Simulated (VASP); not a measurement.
# InSb (I-4m2) in VASP: settings compared

The runs below take InSb through relaxation of cell and atoms, with r2SCAN, r2SCAN+rVV10.

Program: VASP 6.6.1. These are calculated values, not measurements. Logs are shortened: lines on timing, memory, paths and dates and some standing lists are left out, and cuts for length are marked.

### 1 Starting point

The structure is tetragonal, space group I-4m2 (No. 119). Conventional cell: a = 5.889 Å, b = 5.889 Å, c = 3.273 Å, α = 90.00°, β = 90.00°, γ = 90.00°. In (site symmetry -4m2) is surrounded by 4 Sb at 3.06 Å and 2 In at 3.27 Å. Sb (site symmetry -4m2) has 4 In at 3.06 Å and 2 Sb at 3.27 Å as nearest neighbours.

Measurements of this composition are mostly on another form, of space group No. 216.

### 2 Relaxation of cell and atoms, r2SCAN

INCAR reads:

```
SYSTEM = InSb
ALGO = Normal ; EDIFF = 1E-7
EDIFFG = -0.005 ; ENCUT = 600
IBRION = 2 ; ISIF = 3
ISMEAR = 0 ; LASPH = .True.
LCHARG = .False. ; LMIXTAU = .True.
LREAL = .False. ; LWAVE = .False.
METAGGA = R2SCAN ; NELM = 80
NSW = 90 ; PREC = Accurate
SIGMA = 0.1
```

KPOINTS reads:

```
k-points
0
Gamma
  14 14 14
  0 0 0
```

POSCAR reads:

```
InSb
1.0
   -2.9447400000      2.9447400000      1.6363770000
    2.9447400000     -2.9447400000      1.6363770000
    2.9447400000      2.9447400000     -1.6363770000
In Sb
1 1
Direct
    0.7500000000      0.2500000000      0.5000000000
    0.0000000000      0.0000000000      0.0000000000
```

Potentials or basis: VASP PAW PBE potentials, release 64 (In_d, Sb).

Launch:

```sh
> cat potpaw_PBE.64/In_d/POTCAR potpaw_PBE.64/Sb/POTCAR > POTCAR
> mpirun -np 1 vasp_std > vasp.out
```

OUTCAR:

```text
SYSTEM = InSb
   EDIFF = 1E-7
   EDIFFG = -0.005
   ENCUT = 600
   IBRION = 2
   ISIF = 3
   ISMEAR = 0
   LASPH = .True.
   LREAL = .False.
   METAGGA = R2SCAN
   NELM = 80
   NSW = 90
   PREC = Accurate

 ion  position               nearest neighbor table
   1  0.750  0.250  0.500-   2 3.06   2 3.06   2 3.06   2 3.06   2 3.83   2 3.83   2 3.83   2 3.83

   2  0.000  0.000  0.000-   1 3.06   1 3.06   1 3.06   1 3.06   1 3.83   1 3.83   1 3.83   1 3.83

  LATTYP: Found a body centered tetragonal cell.
 ALAT       =     5.8894800000
 C/A-ratio  =     0.5556949001

  Lattice vectors:

 A1 = (  -2.9447400000,   2.9447400000,   1.6363770000)
 A2 = (   2.9447400000,  -2.9447400000,   1.6363770000)
 A3 = (   2.9447400000,   2.9447400000,  -1.6363770000)

Analysis of symmetry for initial positions (statically):
=====================================================================
 Subroutine PRICEL returns:
 Original cell was already a primitive cell.

 Routine SETGRP: Setting up the symmetry group for a
 body centered tetragonal supercell.

 Subroutine GETGRP returns: Found  8 space group operations
 (whereof  8 operations were pure point group operations)
 out of a pool of 16 trial point group operations.

The static configuration has the point symmetry D_2d.

Analysis of symmetry for dynamics (positions and initial velocities):
=====================================================================
 Subroutine PRICEL returns:
 Original cell was already a primitive cell.

 Routine SETGRP: Setting up the symmetry group for a
 body centered tetragonal supercell.

 Subroutine GETGRP returns: Found  8 space group operations
 (whereof  8 operations were pure point group operations)
 out of a pool of 16 trial point group operations.

The dynamic configuration has the point symmetry D_2d.

 Subroutine INISYM returns: Found  8 space group operations
 (whereof  8 operations are pure point group operations),
 and found     1 'primitive' translations

----------------------------------------------------------------------------------------

                                     Primitive cell

  volume of cell :      56.7593

  direct lattice vectors                    reciprocal lattice vectors
    -2.944740000  2.944740000  1.636377000     0.000000000  0.169794277  0.305553060
     2.944740000 -2.944740000  1.636377000     0.169794277  0.000000000  0.305553060
     2.944740000  2.944740000 -1.636377000     0.169794277  0.169794277  0.000000000

  length of vectors
     4.474451589  4.474451589  4.474451589     0.349560823  0.349560823  0.240125370

  position of ions in fractional coordinates (direct lattice)
     0.750000000  0.250000000  0.500000000
     0.000000000  0.000000000  0.000000000

  ion indices of the primitive-cell ions
   primitive index   ion index
                 1           1
                 2           2

----------------------------------------------------------------------------------------

 KPOINTS: k-points

Automatic generation of k-mesh.
 Grid dimensions read from file:
 generate k-points for:   14   14   14

 Generating k-lattice:

  Cartesian coordinates                     Fractional coordinates (reciprocal lattice)
     0.000000000  0.012128163  0.021825219     0.071428571  0.000000000 -0.000000000
     0.012128163  0.000000000  0.021825219     0.000000000  0.071428571 -0.000000000
     0.012128163  0.012128163  0.000000000     0.000000000  0.000000000  0.071428571

  Length of vectors
     0.024968630  0.024968630  0.017151812

  Shift w.r.t. Gamma in fractional coordinates (k-lattice)
     0.000000000  0.000000000  0.000000000

 Subroutine IBZKPT returns following result:
 ===========================================

 Found    244 irreducible k-points:

 Following reciprocal coordinates:
            Coordinates               Weight
  0.000000  0.000000  0.000000      1.000000
  0.071429  0.000000 -0.000000      8.000000
  0.142857 -0.000000  0.000000      8.000000
  0.214286 -0.000000  0.000000      8.000000
  0.285714 -0.000000  0.000000      8.000000
  0.357143 -0.000000  0.000000      8.000000
[... 16 lines left out ...]
  0.214286  0.142857  0.000000     16.000000
  0.285714  0.142857  0.000000     16.000000
 [... further k-points ...]
   k-points           NKPTS =    244   k-points in BZ     NKDIM =    244   number of bands    NBANDS=     13
   number of dos      NEDOS =    301   number of ions     NIONS =      2
   total plane-waves  NPLWV =  46656
   dimension x,y,z NGX =    36 NGY =   36 NGZ =   36
   dimension x,y,z NGXF=    72 NGYF=   72 NGZF=   72
   ions per type =               1   1
   NGX,Y,Z   is equivalent  to a cutoff of  13.38, 13.38, 13.38 a.u.
   NGXF,Y,Z  is equivalent  to a cutoff of  26.75, 26.75, 26.75 a.u.
 SYSTEM =  InSb
   PREC   = accura    normal or accurate (medium, high low for compatibility)
   ISTART =      0    job   : 0-new  1-cont  2-samecut
   ICHARG =      2    charge: 1-file 2-atom 10-const
   ISPIN  =      1    spin polarized calculation?
   LNONCOLLINEAR =      F non collinear calculations
   LSORBIT =      F    spin-orbit coupling
   LASPH  =      T    aspherical Exc in radial PAW
   ENCUT  =  600.0 eV  44.10 Ry    6.64 a.u.   8.94  8.94  8.94*2*pi/ulx,y,z
   NELM   =     80;   NELMIN=  2; NELMDL= -5     # of ELM steps
   EDIFF  = 0.1E-06   stopping-criterion for ELM
   LREAL  =      F    real-space projection
   EDIFFG = -.5E-02   stopping-criterion for IOM
   NSW    =     90    number of steps for IOM
   IBRION =      2    ionic relax: 0-MD 1-quasi-New 2-CG
   NFREE  =      1    steps in history (QN), initial steepest desc. (CG)
   ISIF   =      3    stress and relaxation
   ISYM   =      2    0-nonsym 1-usesym 2-fastsym
   POTIM  = 0.5000    time-step for ionic-motion
   TEBEG  =    0.0;   TEEND  =   0.0 temperature during run
   PSTRESS=    0.0 pullay stress
   NELECT =      18.0000    total number of electrons
   NUPDOWN=      -1.0000    fix difference up-down
   EMIN   =  10.00;   EMAX   =-10.00  energy-range for DOS
   EFERMI =   0.00;   METHOD = LEGACY
   ISMEAR =     0;   SIGMA  =   0.10  broadening in eV -4-tet -1-fermi 0-gaus
   EFERMI_NEDOS =   21; number of points for ismear=-14 and -15
   IALGO  =     38    algorithm
   IMIX   =      4    mixing-type and parameters
     AMIX     =   0.40;   BMIX     =  1.00
     AMIX_MAG =   1.60;   BMIX_MAG =  1.00
  volume/ion in A,a.u.               =      28.38       191.52
  Fermi-wavevector in a.u.,A,eV,Ry     =   1.116400  2.109690 16.957613  1.246349
  Thomas-Fermi vector in A             =   2.253014
   LORBIT       =      0    0 simple, 1 ext, 2 COOP (PROOUT), +10 PAW based schemes
   METAGGA = R2SCAN    functional components
   LHFCALC =     F    Hartree Fock is set to
   AEXX    =    0.0000 exact exchange contribution
   IVDW    =     0    specifies the selected vdW correction
   LEPSILON=     F    determine dielectric tensor
   LRPA    =     F    only Hartree local field effects (RPA)
 conjugate gradient relaxation of ions
 non-spin polarized calculation
 Gauss-broadening in eV      SIGMA  =   0.10
  energy-cutoff  :      600.00
  volume of cell :       56.76
 maximum number of plane-waves:      1934
   NGX = 17   NGY = 17   NGZ = 17

--------------------------------------- Ionic step        1  -------------------------------------------

 number of electron      17.9999998 magnetization

 Free energy of the ion-electron system (eV)
  ---------------------------------------------------
  ext. energy  EPLUGINS =         0.00000000
  ---------------------------------------------------
  free energy    TOTEN  =       -48.34007712 eV

  energy without entropy =      -48.33527067  energy(sigma->0) =      -48.33767389

------------------------ aborting loop because EDIFF is reached ----------------------------------------

  FORCE on cell =-STRESS in cart. coord.  units (eV):
  Direction    XX          YY          ZZ          XY          YZ          ZX
  --------------------------------------------------------------------------------------
  -------------------------------------------------------------------------------------
  Total       -0.4424447     -0.4424447     -0.5629112      0.0000000      0.0000000      0.0000000
  in kB      -12.4891338    -12.4891338    -15.8896087      0.0000000      0.0000000      0.0000000
  external PRESSURE =     -13.6226254 kB  Pullay stress =       0.0000000 kB

 VOLUME and BASIS-vectors are now :
 -----------------------------------------------------------------------------
  energy-cutoff  :      600.00
  volume of cell :       56.76
      direct lattice vectors                 reciprocal lattice vectors
    -2.944740000  2.944740000  1.636377000     0.000000000  0.169794277  0.305553060
     2.944740000 -2.944740000  1.636377000     0.169794277  0.000000000  0.305553060
     2.944740000  2.944740000 -1.636377000     0.169794277  0.169794277  0.000000000
[... 145 lines left out ...]
 POSITION                                       TOTAL-FORCE (eV/Angst)
 -----------------------------------------------------------------------------------
     -0.00000      2.92267      0.80759         0.000000     -0.000000      0.000000
      2.92267     -2.92267      1.61519        -0.000000      0.000000     -0.000000
 -----------------------------------------------------------------------------------
    total drift:                                0.000001     -0.000001     -0.000000

  FREE ENERGIE OF THE ION-ELECTRON SYSTEM (eV)
  ---------------------------------------------------
  free  energy   TOTEN  =       -48.3474200663 eV

  energy  without entropy=      -48.3427971263  energy(sigma->0) =      -48.34510860

--------------------------------------- Ionic step        6  -------------------------------------------

 number of electron      17.9999996 magnetization

 Free energy of the ion-electron system (eV)
  ---------------------------------------------------
  ext. energy  EPLUGINS =         0.00000000
  ---------------------------------------------------
  free energy    TOTEN  =       -48.34751895 eV

  energy without entropy =      -48.34277684  energy(sigma->0) =      -48.34514790

 E-fermi :   7.3543     XC(G=0): -10.5812

 val. band max:        7.3431392432   @ k =  -0.2857   0.5000   0.1429
 cond. band min:       7.3950218300   @ k =  -0.1429  -0.2143   0.0714
 fundamental gap:      0.0518825868
 Fermi energy:         7.3543312492

 k-point     1 :       0.0000    0.0000    0.0000
  band No.  band energies     occupation
      1      -8.0642      2.00000
      2      -7.8231      2.00000
      3      -7.8086      2.00000
      4      -7.7206      2.00000
      5      -7.7206      2.00000
      6      -4.6154      2.00000
      7       4.2053      2.00000
      8       5.1042      2.00000
      9       5.1042      2.00000
     10      10.9716      0.00000
     11      12.1992      0.00000
     12      14.2601      0.00000
     13      14.2601      0.00000

 k-point     2 :       0.0714    0.0000   -0.0000
  band No.  band energies     occupation
      1      -8.0438      2.00000
      2      -7.8240      2.00000
      3      -7.8062      2.00000
      4      -7.7292      2.00000
      5      -7.7291      2.00000
      6      -4.5175      2.00000
      7       3.9262      2.00000
      8       5.1187      2.00000
      9       5.5746      2.00000
     10      11.1260      0.00000
     11      11.3958      0.00000
[... 339 lines left out ...]
 k-point    24 :       0.2857    0.1429    0.0000
  band No.  band energies     occupation
      1      -7.8931      2.00000
      2      -7.8837      2.00000
      3      -7.8333      2.00000
      4      -7.7603      2.00000
      5      -7.6625      2.00000
      6      -1.6956      2.00000
      7       3.0099      2.00000
      8       4.7377      2.00000
      9       5.7796      2.00000
     10       7.5541      0.00472
     11       9.2682      0.00000
     12      10.8225      0.00000
     13      12.0766      0.00000

 [... further k-points ...]

------------------------ aborting loop because EDIFF is reached ----------------------------------------

  FORCE on cell =-STRESS in cart. coord.  units (eV):
  Direction    XX          YY          ZZ          XY          YZ          ZX
  --------------------------------------------------------------------------------------
  -------------------------------------------------------------------------------------
  Total       -0.0055373     -0.0055373     -0.0069953      0.0000000      0.0000000      0.0000000
  in kB       -0.1607710     -0.1607710     -0.2031036      0.0000000      0.0000000      0.0000000
  external PRESSURE =      -0.1748819 kB  Pullay stress =       0.0000000 kB

 VOLUME and BASIS-vectors are now :
 -----------------------------------------------------------------------------
  energy-cutoff  :      600.00
  volume of cell :       55.18
      direct lattice vectors                 reciprocal lattice vectors
    -2.926355666  2.926355666  1.610966786     0.000000000  0.170860981  0.310372631
     2.926355666 -2.926355666  1.610966786     0.170860981  0.000000000  0.310372631
     2.926355666  2.926355666 -1.610966786     0.170860981  0.170860981  0.000000000

 POSITION                                       TOTAL-FORCE (eV/Angst)
 -----------------------------------------------------------------------------------
      0.00000      2.92636      0.80548        -0.000000      0.000000     -0.000000
      0.00000      0.00000     -0.00000         0.000000     -0.000000      0.000000
 -----------------------------------------------------------------------------------
    total drift:                                0.000001     -0.000001     -0.000000

  FREE ENERGIE OF THE ION-ELECTRON SYSTEM (eV)
  ---------------------------------------------------
  free  energy   TOTEN  =       -48.3475189548 eV

  energy  without entropy=      -48.3427768398  energy(sigma->0) =      -48.34514790

 reached required accuracy - stopping structural energy minimisation
```

Run time: 52 min. Hardware: 1 thread of Intel Xeon Platinum 8259CL at 2.50GHz (Skylake/Cascade Lake), shared host; peak memory 0.44 GiB.

What came out:

```
Free energy                            : -48.3475 eV
Relaxed volume                         : 27.59 Å³/atom
Relaxed cell                           : a = 4.441 Å, b = 4.441 Å, c = 4.441 Å, α = 97.56°, β = 97.56°, γ = 137.46°
Space group after relaxing (to 0.05 Å) : I-4m2 (No. 119)
Energy gained by relaxing              : 3.7 meV/atom
Ionic steps                            : 6
Pressure after relaxing                : 0.0 GPa
Band gap on the k mesh                 : none (metal or under the smearing width)
```

Step by step:
```
step  energy change (eV)  largest force (eV/Å)  pressure (GPa)  volume (Å³)
   1              0.0000                0.0000           -1.36        56.76
   2             -0.0067                0.0000            0.38        54.80
   3             -0.0071                0.0000            0.03        55.16
   4             -0.0071                0.0000            0.00        55.19
   5             -0.0073                0.0000           -0.01        55.19
   6             -0.0074                0.0000           -0.02        55.18
```

Final structure:
```
In Sb
1.0
    -2.92636    2.92636    1.61097
     2.92636   -2.92636    1.61097
     2.92636    2.92636   -1.61097
In Sb
1 1
Direct
  0.75000 0.25000 0.50000
  0.00000 0.00000 0.00000
```

Caveat: the PAW data sets were made with another functional, which shifts forces and pressure a little. Spin-orbit coupling is left out, which matters for the levels of Sb.

### 3 Relaxation of cell and atoms, r2SCAN+rVV10

INCAR reads:

```
SYSTEM = InSb
ALGO = Normal ; BPARAM = 11.95
CPARAM = 0.0093 ; EDIFF = 1E-7
EDIFFG = -0.005 ; ENCUT = 600
IBRION = 2 ; ISIF = 3
ISMEAR = 0 ; IVDW_NL = 2
LASPH = .True. ; LCHARG = .False.
LMIXTAU = .True. ; LREAL = .False.
LUSE_VDW = .True. ; LWAVE = .False.
METAGGA = R2SCAN ; NELM = 80
NSW = 90 ; PREC = Accurate
SIGMA = 0.1
```

KPOINTS is that of step 2.

POSCAR is that of step 2.

Potentials or basis: VASP PAW PBE potentials, release 64 (In_d, Sb).

Launch:

```sh
> cat potpaw_PBE.64/In_d/POTCAR potpaw_PBE.64/Sb/POTCAR > POTCAR
> mpirun -np 1 vasp_std > vasp.out
```

Run time: 1.6 h. Hardware: 1 thread of Intel Xeon Platinum 8259CL at 2.50GHz (Skylake/Cascade Lake), shared host; peak memory 0.61 GiB.

The run converged. Its results:

```yaml
Free_energy: -47.8531 eV
Relaxed_volume: 27.18 Å³/atom
Relaxed_cell: a = 4.420 Å, b = 4.420 Å, c = 4.420 Å, α = 97.54°, β = 97.54°, γ = 137.52°
Space_group_after_relaxing_to_0.05_Å: I-4m2 (No. 119)
Energy_gained_by_relaxing: 8.5 meV/atom
Ionic_steps: 8
Pressure_after_relaxing: 0.0 GPa
Band_gap_on_the_k_mesh: none (metal or under the smearing width)
```

The path:
```
step  energy change (eV)  largest force (eV/Å)  pressure (GPa)  volume (Å³)
   1              0.0000                0.0000           -2.11        56.76
   2             -0.0152                0.0000            0.69        53.75
   3             -0.0165                0.0000            0.03        54.38
   4             -0.0165                0.0000           -0.02        54.42
   5             -0.0168                0.0000           -0.03        54.42
   6             -0.0169                0.0000           -0.03        54.41
   7             -0.0169                0.0000           -0.03        54.41
   8             -0.0169                0.0000            0.02        54.36
```

Final structure:
```yaml
crystal:
  lattice:
    - [-2.91320, 2.91320, 1.60133]
    - [2.91320, -2.91320, 1.60133]
    - [2.91320, 2.91320, -1.60133]
  atoms:
    - { symbol: In, position: [0.75000, 0.25000, 0.50000] }
    - { symbol: Sb, position: [0.00000, 0.00000, 0.00000] }
```

Levels at points of the mesh, in eV from the Fermi level:
```tsv
k point	band 6	band 7	band 8	band 9	band 10	band 11	band 12	band 13
(0.00, 0.00, 0.00)	-12.08	-3.12	-2.30	-2.30	3.55	4.96	6.97	6.97
(0.50, 0.00, 0.00)	-8.44	-5.32	-2.31	-1.49	-1.25	2.72	3.23	5.32
(0.50, 0.50, 0.00)	-10.87	-7.89	-0.52	1.86	1.98	2.16	4.43	8.02
(0.50, 0.50, 0.50)	-9.75	-5.70	-5.04	-5.04	3.84	5.99	9.91	9.91
```

Caveat: the PAW data sets were made with another functional, which shifts forces and pressure a little. The run has no spin-orbit coupling, so splittings on Sb are missing.
